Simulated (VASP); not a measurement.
# Co in VASP: a series of runs, part 2 of 2

VASP 6.6.1. Earlier steps stand in the parts before.

### 4 Relaxation of the atoms, LDA, collinear spin, ferromagnetic start

Input file INCAR:

```
SYSTEM = Co
ALGO     = Normal         ! electronic algorithm
DIPOL    = 0.5 0.5 0.294
EDIFF    = 1E-7           ! SCF threshold, eV
EDIFFG   = -0.01          ! ionic threshold
ENCUT    = 520            ! plane-wave cutoff, eV
IBRION   = 2              ! ionic algorithm
IDIPOL   = 3            
ISIF     = 2              ! what is computed and relaxed
ISMEAR   = 2              ! smearing method
ISPIN    = 2              ! spin polarisation
ISYM     = -1           
LASPH    = .True.         ! aspherical terms in the spheres
LCHARG   = .False.        ! write CHGCAR
LDIPOL   = .True.       
LMAXMIX  = 4              ! l up to which the mixer works
LORBIT   = 11             ! projections on sites
LREAL    = .False.        ! projectors in reciprocal space
LWAVE    = .False.        ! write WAVECAR
MAGMOM   = 2              ! initial moments
NELM     = 100            ! most SCF steps
NSW      = 60             ! ionic steps
PREC     = Accurate       ! precision mode
SIGMA    = 0.5            ! smearing width, eV
```

Input file KPOINTS:

```
k-points
0
Gamma
  10 10 1
  0 0 0
```

Input file POSCAR:

```
Co
1.0
    2.3471500000      0.0000000000      0.0000000000
   -1.1735800000      2.0326900000      0.0000000000
    0.0000000000      0.0000000000     23.8000000000
Co
1
Selective dynamics
Direct
    0.0000000000      0.0000000000      0.2941200000  F F F
```

Potentials or basis: VASP PAW LDA potentials, release 64 (Co).

Started as:

```
cat potpaw_LDA.64/Co/POTCAR > POTCAR
mpirun -np 1 vasp_std > vasp.out
```

OUTCAR:

```text
SYSTEM = Co
   EDIFF = 1E-7
   EDIFFG = -0.01
   ENCUT = 520
   IBRION = 2
   ISIF = 2
   ISMEAR = 2
   ISPIN = 2
   ISYM = -1
   LASPH = .True.
   LORBIT = 11
   LREAL = .False.
   NELM = 100
   NSW = 60
   PREC = Accurate

 ion  position               nearest neighbor table
   1  0.000  0.000  0.294-

IMPORTANT INFORMATION: All symmetrisations will be switched off!
NOSYMM: (Re-)initialisation of all symmetry stuff for point group C_1.

----------------------------------------------------------------------------------------

                                     Primitive cell

  volume of cell :     113.5505

  direct lattice vectors                    reciprocal lattice vectors
     2.347150000  0.000000000  0.000000000     0.426048612  0.245980514  0.000000000
    -1.173580000  2.032690000  0.000000000     0.000000000  0.491958931  0.000000000
     0.000000000  0.000000000 23.800000000     0.000000000  0.000000000  0.042016807

  length of vectors
     2.347150000  2.347151178 23.800000000     0.491959178  0.491958931  0.042016807

  position of ions in fractional coordinates (direct lattice)
     0.000000000  0.000000000  0.294120000

  ion indices of the primitive-cell ions
   primitive index   ion index
                 1           1

----------------------------------------------------------------------------------------

 KPOINTS: k-points

Automatic generation of k-mesh.
 Grid dimensions read from file:
 generate k-points for:   10   10    1

 Generating k-lattice:

  Cartesian coordinates                     Fractional coordinates (reciprocal lattice)
     0.042604861  0.024598051  0.000000000     0.100000000 -0.000000000  0.000000000
     0.000000000  0.049195893  0.000000000     0.000000000  0.100000000  0.000000000
     0.000000000  0.000000000  0.042016807     0.000000000  0.000000000  1.000000000

  Length of vectors
     0.049195918  0.049195893  0.042016807

  Shift w.r.t. Gamma in fractional coordinates (k-lattice)
     0.000000000  0.000000000  0.000000000

 Subroutine IBZKPT returns following result:
 ===========================================

 Found    100 irreducible k-points:

 Following reciprocal coordinates:
            Coordinates               Weight
  0.000000  0.000000  0.000000      1.000000
  0.100000  0.000000  0.000000      1.000000
  0.200000  0.000000  0.000000      1.000000
  0.300000 -0.000000  0.000000      1.000000
  0.400000  0.000000  0.000000      1.000000
  0.500000 -0.000000  0.000000      1.000000
[... 16 lines left out ...]
  0.200000  0.200000  0.000000      1.000000
  0.300000  0.200000  0.000000      1.000000
 [... further k-points ...]
   k-points           NKPTS =    100   k-points in BZ     NKDIM =    100   number of bands    NBANDS=      9
   number of dos      NEDOS =    301   number of ions     NIONS =      1
   total plane-waves  NPLWV =  58320
   dimension x,y,z NGX =    18 NGY =   18 NGZ =  180
   dimension x,y,z NGXF=    36 NGYF=   36 NGZF=  360
   ions per type =               1
   NGX,Y,Z   is equivalent  to a cutoff of  12.75, 12.75, 12.57 a.u.
   NGXF,Y,Z  is equivalent  to a cutoff of  25.50, 25.50, 25.15 a.u.
 SYSTEM =  Co
   PREC   = accura    normal or accurate (medium, high low for compatibility)
   ISTART =      0    job   : 0-new  1-cont  2-samecut
   ICHARG =      2    charge: 1-file 2-atom 10-const
   ISPIN  =      2    spin polarized calculation?
   LNONCOLLINEAR =      F non collinear calculations
   LSORBIT =      F    spin-orbit coupling
   LASPH  =      T    aspherical Exc in radial PAW
   ENCUT  =  520.0 eV  38.22 Ry    6.18 a.u.   4.36  4.36 44.25*2*pi/ulx,y,z
   NELM   =    100;   NELMIN=  2; NELMDL= -5     # of ELM steps
   EDIFF  = 0.1E-06   stopping-criterion for ELM
   LREAL  =      F    real-space projection
   EDIFFG = -.1E-01   stopping-criterion for IOM
   NSW    =     60    number of steps for IOM
   IBRION =      2    ionic relax: 0-MD 1-quasi-New 2-CG
   NFREE  =      1    steps in history (QN), initial steepest desc. (CG)
   ISIF   =      2    stress and relaxation
   ISYM   =     -1    0-nonsym 1-usesym 2-fastsym
   POTIM  = 0.5000    time-step for ionic-motion
   TEBEG  =    0.0;   TEEND  =   0.0 temperature during run
   PSTRESS=    0.0 pullay stress
   NELECT =       9.0000    total number of electrons
   NUPDOWN=      -1.0000    fix difference up-down
   EMIN   =  10.00;   EMAX   =-10.00  energy-range for DOS
   EFERMI =   0.00;   METHOD = LEGACY
   ISMEAR =     2;   SIGMA  =   0.50  broadening in eV -4-tet -1-fermi 0-gaus
   EFERMI_NEDOS =   21; number of points for ismear=-14 and -15
   IALGO  =     38    algorithm
   IMIX   =      4    mixing-type and parameters
     AMIX     =   0.40;   BMIX     =  1.00
     AMIX_MAG =   1.60;   BMIX_MAG =  1.00
  volume/ion in A,a.u.               =     113.55       766.28
  Fermi-wavevector in a.u.,A,eV,Ry     =   0.703222  1.328898  6.728376  0.494522
  Thomas-Fermi vector in A             =   1.788135
   LORBIT       =     11    0 simple, 1 ext, 2 COOP (PROOUT), +10 PAW based schemes
   GGA     = CA    functional components
   LHFCALC =     F    Hartree Fock is set to
   AEXX    =    0.0000 exact exchange contribution
   IVDW    =     0    specifies the selected vdW correction
   LEPSILON=     F    determine dielectric tensor
   LRPA    =     F    only Hartree local field effects (RPA)
 conjugate gradient relaxation of ions
 spin polarized calculation
 Methfessel and Paxton  Order N= 2 SIGMA  =   0.50
  energy-cutoff  :      520.00
  volume of cell :      113.55
 maximum number of plane-waves:      3131
 NGX is ok and might be reduce to    18
   NGX =  9   NGY =  9   NGZ = 89

 dipolmoment           0.000000      0.000000      0.000003 electrons x Angstroem

 number of electron       8.9999999 magnetization       1.6822361

 dipolmoment           0.000000      0.000000     -0.000001 electrons x Angstroem

 Free energy of the ion-electron system (eV)
  ---------------------------------------------------
  ext. energy  EPLUGINS =         0.00000000
  ---------------------------------------------------
  free energy    TOTEN  =        -6.39906541 eV

  energy without entropy =       -6.39916712  energy(sigma->0) =       -6.39909084

 E-fermi :  -4.0286     XC(G=0):  -2.1084

 val. band max:       -4.0388653785   @ k =  -0.3000  -0.1000   0.0000
 cond. band min:      -3.9595771470   @ k =   0.5000   0.5000   0.0000
 fundamental gap:      0.0792882316
 Fermi energy:        -4.0285659739

 spin component 1

 k-point     1 :       0.0000    0.0000    0.0000
  band No.  band energies     occupation
      1     -10.3685      1.00000
      2      -6.6851      1.00000
      3      -6.3146      1.00000
      4      -6.3146      1.00000
      5      -4.9290      0.99711
      6      -4.9290      0.99711
      7      -3.6795     -0.02046
      8       1.0420      0.00000
      9       1.5795      0.00000
[... 265 lines left out ...]
 k-point    24 :       0.3000    0.2000    0.0000
  band No.  band energies     occupation
      1      -7.5776      1.00000
      2      -7.0598      1.00000
      3      -6.1455      1.00000
      4      -5.8145      0.99999
      5      -5.3409      0.99862
      6      -0.8443      0.00000
      7       4.2679      0.00000
      8       6.8245      0.00000
      9       7.9470      0.00000

 [... further k-points ...]

 spin component 2

 k-point     1 :       0.0000    0.0000    0.0000
  band No.  band energies     occupation
      1      -9.9806      1.00000
      2      -5.4306      0.99930
      3      -4.9066      0.99821
      4      -4.9066      0.99822
      5      -3.6000     -0.04764
      6      -3.1136      0.00346
      7      -3.1136      0.00346
      8       1.0764      0.00000
      9       1.5736      0.00000
[... 265 lines left out ...]
 k-point    24 :       0.3000    0.2000    0.0000
  band No.  band energies     occupation
      1      -6.4327      1.00000
      2      -5.6092      0.99986
      3      -4.9894      0.99541
      4      -4.1359      0.71919
      5      -3.7959      0.08165
      6      -0.0425      0.00000
      7       4.5093      0.00000
      8       7.1539      0.00000
      9       8.1112      0.00000

 [... further k-points ...]

------------------------ aborting loop because EDIFF is reached ----------------------------------------

 vacuum level on the upper side and lower side of the slab       (xc-potential included)        -0.144        -0.145

  FORCE on cell =-STRESS in cart. coord.  units (eV):
  Direction    XX          YY          ZZ          XY          YZ          ZX
  --------------------------------------------------------------------------------------
  -------------------------------------------------------------------------------------
  Total       -1.5605011     -1.5604868     -0.0009260      0.0000236      0.0000006      0.0000001
  in kB      -22.0183979    -22.0181959     -0.0130663      0.0003326      0.0000085      0.0000009
  external PRESSURE =     -14.6832201 kB  Pullay stress =       0.0000000 kB

 VOLUME and BASIS-vectors are now :
 -----------------------------------------------------------------------------
  energy-cutoff  :      520.00
  volume of cell :      113.55
      direct lattice vectors                 reciprocal lattice vectors
     2.347150000  0.000000000  0.000000000     0.426048612  0.245980514  0.000000000
    -1.173580000  2.032690000  0.000000000     0.000000000  0.491958931  0.000000000
     0.000000000  0.000000000 23.800000000     0.000000000  0.000000000  0.042016807

 POSITION                                       TOTAL-FORCE (eV/Angst)
 -----------------------------------------------------------------------------------
      0.00000      0.00000      7.00006         0.000000      0.000000     -0.000309
 -----------------------------------------------------------------------------------
    total drift:                                0.000000      0.000000     -0.000309

  FREE ENERGIE OF THE ION-ELECTRON SYSTEM (eV)
  ---------------------------------------------------
  free  energy   TOTEN  =        -6.3990654088 eV

  energy  without entropy=       -6.3991671209  energy(sigma->0) =       -6.39909084

 reached required accuracy - stopping structural energy minimisation

 vacuum level on the upper side and lower side of the slab         1.432         1.431

 total charge

# of ion       s       p       d       tot
------------------------------------------
    1        0.533   0.370   7.246   8.149

 magnetization (x)

# of ion       s       p       d       tot
------------------------------------------
    1        0.000  -0.025   1.720   1.695
```

Run time: 7.3 min. Hardware: 1 thread of Intel Xeon Platinum 8488C (Sapphire Rapids), shared host; peak memory 0.32 GiB.

The run converged, but some of its settings lie outside the range that counts as converged (typed here: ISMEAR = 2; SIGMA = 0.5; ISYM = -1), so its numbers aren't taken as properties of the sheet.

Results:

- Free energy: -6.3991 eV
- Band gap on the k mesh: none (metal or under the smearing width)
- Net moment: 1.68 μB per cell
- Site moments: Co +1.70 μB
- Valence electrons inside the program's atomic spheres: Co 8.15

Caveat: the relaxation stopped at its first step, so nothing moved.

### 5 The reference run

An earlier run on the cell as given: functional PBE; potentials or basis VASP PAW PBE potentials, release 64 (Co); cutoff 520 eV; k mesh 13 × 13 × 1; occupations fermi-dirac, width 0.05 eV; collinear spin, ferromagnetic start; starting moments [2.0] μB.

- Band gap on the k mesh: none (metal or under the smearing width)
- Net moment: 1.72 μB per cell
- Site moments: Co +1.77 μB
- Valence electrons inside the program's atomic spheres: Co 8.14
- Work function of the upper face: 5.19 eV
- Work function of the lower face: 5.19 eV

### 6 Overview

```tsv
task	level	cell	k mesh	atoms held fixed (from 0)	gap on the mesh (eV)	moment (μB)
relaxation of the atoms	vdW-DF-cx	atoms relaxed	10 × 10 × 1	[0]	none	1.72
relaxation of the atoms	rev-vdW-DF2	atoms relaxed	10 × 10 × 1	[0]	none	1.71
single point	PBE	as given	13 × 13 × 1	-	none	1.72
```

Alike in all rows: potentials or basis VASP PAW PBE potentials, release 64 (Co); spin collinear, ferromagnetic start; cutoff (eV) 520; smearing fermi-dirac 0.05 eV.

Caveats: the relaxation stopped at its first step, so nothing moved (some runs); the PAW data sets were made with another functional, which shifts forces and pressure a little (some runs).

Total energies depend on the potentials used, so only differences within one code and one set of settings carry meaning.
